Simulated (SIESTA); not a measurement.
## HfO2 under changes of volume

One of the cells (10.041 Å³/atom); the others are scaled copies at fixed shape and fractional positions:

```
Hf O
1.0
     5.55640    0.00000    0.00000
     0.00000    3.33360    0.00000
     0.00000    0.00000    6.50500
Hf O
4 8
Direct
  0.74868 0.75000 0.60787
  0.25132 0.25000 0.39213
  0.24868 0.75000 0.89213
  0.75132 0.25000 0.10787
  0.63950 0.25000 0.42340
  0.36050 0.75000 0.57660
  0.13950 0.25000 0.07660
  0.86050 0.75000 0.92340
  0.52079 0.25000 0.84145
  0.47921 0.75000 0.15855
  0.02079 0.25000 0.65855
  0.97921 0.75000 0.34145
```

Measurements of this composition are mostly on another form, of space group No. 14.

- Program: SIESTA 5.4.2
- Functional: LDA
- Potentials or basis: PseudoDojo 0.4 standard (LDA files)
- Basis: DZP (energy shift 0.003 Ry; two zetas on semicore shells)
- Grid cutoff: 800 Ry
- Energy shift: 0.003 Ry
- k mesh: 4 × 6 × 3
- Occupations: fermi-dirac, width 0.05 eV
- Spin: no spin polarisation

| volume (Å³/atom) | energy over the lowest point (meV/atom) | pressure (GPa) | gap on the mesh (eV) | largest force (eV/Å) |
| --- | --- | --- | --- | --- |
| 9.438 | ? | ? | ? | ? |
| 9.639 | 0.00 | -1.1 | 3.35 | 0.278 |
| 9.840 | 5.22 | -7.2 | 3.30 | 0.145 |
| 10.041 | 17.66 | -12.6 | 3.26 | 0.044 |
| 10.242 | 36.54 | -17.4 | 3.22 | 0.101 |
| 10.443 | 61.17 | -21.8 | 3.18 | 0.206 |
| 10.643 | 90.97 | -25.7 | 3.13 | 0.307 |

Task: What does the run at 9.438 Å³/atom give?

Result: Energy over the lowest point 2.81 meV/atom; pressure 5.7 GPa; gap on the mesh 3.39 eV; largest force 0.423 eV/Å.

Worked out: A Birch-Murnaghan fit of order 3 (a polynomial in V^(-2/3)) to the other rows has its minimum at 9.60 Å³/atom, just outside them, with B0 = V·E''(V) = 308 GPa and B' = 4.0 at fixed shape and positions, which overstates the stiffness. It gives 2.71 meV/atom at 9.438 Å³/atom, against the run's 2.81, and -dE/dV = 5.6 GPa, against 5.7. A straight line through the other rows of the gap, of slope -2.16 eV per unit of ln V (its deformation potential), extrapolates to 3.39 eV, against the run's 3.39.

Energies are extrapolated to zero smearing.

Caveats: short orbitals over semicore shells can move pressures by several GPa; spin-orbit coupling is left out, which moves the levels of the heavy elements; an odd mesh through Γ misses points on the zone boundary, where band edges often lie; the basis of atomic orbitals isn't converged, which shifts pressures, moduli and gaps.
